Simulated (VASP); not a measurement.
KTaO3: dielectric tensor with LDA

Crystal: KTaO3.

```
K Ta O
1.0
     3.95893    0.00000    0.00000
     0.00000    3.95893    0.00000
     0.00000    0.00000    3.95893
K Ta O
1 1 3
Cartesian
  1.9795 1.9795 1.9795
  0.0000 0.0000 0.0000
  1.9795 0.0000 0.0000
  0.0000 1.9795 0.0000
  0.0000 0.0000 1.9795
```

```yaml
Program: VASP 6.6.1
Task: dielectric tensor
Functional: LDA
Potentials_or_basis: VASP PAW LDA potentials, release 64 (K_sv, Ta_pv, O)
Cutoff: 600 eV
k_mesh: 10 × 10 × 10
Occupations: gaussian, width 0.03 eV
Spin: no spin polarisation
Monkhorst-Pack_mesh: yes
Further_INCAR_settings: ALGO = Fast; EDIFF = 1e-08
```

```yaml
Electronic_dielectric_tensor_diagonal: 5.53
Born_charges_mean_of_the_diagonal: K +1.15; Ta +8.78; O -3.31 e
```

Levels at points of the mesh, in eV from the valence-band top:
```tsv
k point	band 17	band 18	band 19	band 20	band 21	band 22
(0.05, 0.05, 0.05)	-0.78	-0.68	-0.68	2.26	2.29	2.29
```

Electronic dielectric tensor:
```
5.53 0.00 0.00
0.00 5.53 0.00
0.00 0.00 5.53
```

Born effective charge tensors (e):
atom 1, K
```
1.15 0.00 0.00
0.00 1.15 0.00
0.00 0.00 1.15
```
atom 2, Ta
```
8.78 0.00 0.00
0.00 8.78 0.00
0.00 0.00 8.78
```
atom 3, O
```
-6.54  0.00  0.00
 0.00 -1.69  0.00
 0.00  0.00 -1.69
```
atom 4, O
```
-1.69  0.00  0.00
 0.00 -6.54  0.00
 0.00  0.00 -1.69
```
atom 5, O
```
-1.69  0.00  0.00
 0.00 -1.69  0.00
 0.00  0.00 -6.54
```

It took 5.8 min on 2 MPI ranks on Intel(R) Xeon(R) 6975P-C (Granite Rapids), with other jobs on the host, peak memory 0.41 GiB a rank.

Spin-orbit coupling is left out, which matters for the levels of Ta.
